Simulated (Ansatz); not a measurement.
Runs of Ansatz 0.2.0 on Cl. The structure is orthorhombic, space group Cmce (No. 64). Conventional cell: a = 6.290 Å, b = 4.500 Å, c = 8.210 Å, α = 90.00°, β = 90.00°, γ = 90.00°. Around Cl (site symmetry m) lie 1 Cl at 2.02 Å. 

```csv
task,level,potentials or basis,cutoff (eV),basis error allowed,gap on the mesh (eV),pressure (GPa),V0 of scaled cells (Å³/atom),B0 (GPa),largest force (eV/Å)
single point,PBEsol,"all-electron LAPW, scalar-relativistic",307,0.001 eV/atom,2.44,-0.9,-,-,0.17
band structure,PBEsol,"all-electron LAPW, scalar-relativistic",282,0.002 eV/atom,2.44,-0.9,-,-,0.17
single point,PBE,"all-electron LAPW, scalar-relativistic",307,0.001 eV/atom,2.50,0.7,-,-,(b)
band structure,PBEsol,"all-electron LAPW, non-relativistic",282,0.002 eV/atom,(d),-0.9,-,-,0.20
equation of state,PBE,"all-electron LAPW, scalar-relativistic",-,0.001 eV/atom,-,-,29.76,26,-
band structure,PBEsol,all-electron PAW datasets made for the crystal,340,-,2.44,-0.9,-,-,0.17
equation of state,PBEsol,"all-electron LAPW, scalar-relativistic",-,0.001 eV/atom,-,-,28.15,29,-
band structure,LDA,"all-electron LAPW, scalar-relativistic",283,0.002 eV/atom,(a),-2.4,-,-,(c)
```

Alike in all rows: no spin polarisation; cell as given; k mesh 7 × 7 × 4; smearing fermi-dirac 0.05 eV.

Estimate the missing entries.

(a) 2.34; (b) 0.10; (c) 0.19; (d) 2.47.

Caveats: an odd mesh through Γ misses points on the zone boundary, where band edges often lie (some runs); the cell was scaled at fixed shape and fractional positions, which overstates the stiffness of a crystal with free parameters, most of all of layers and chains (some runs).

Not every run made on this cell is shown here.
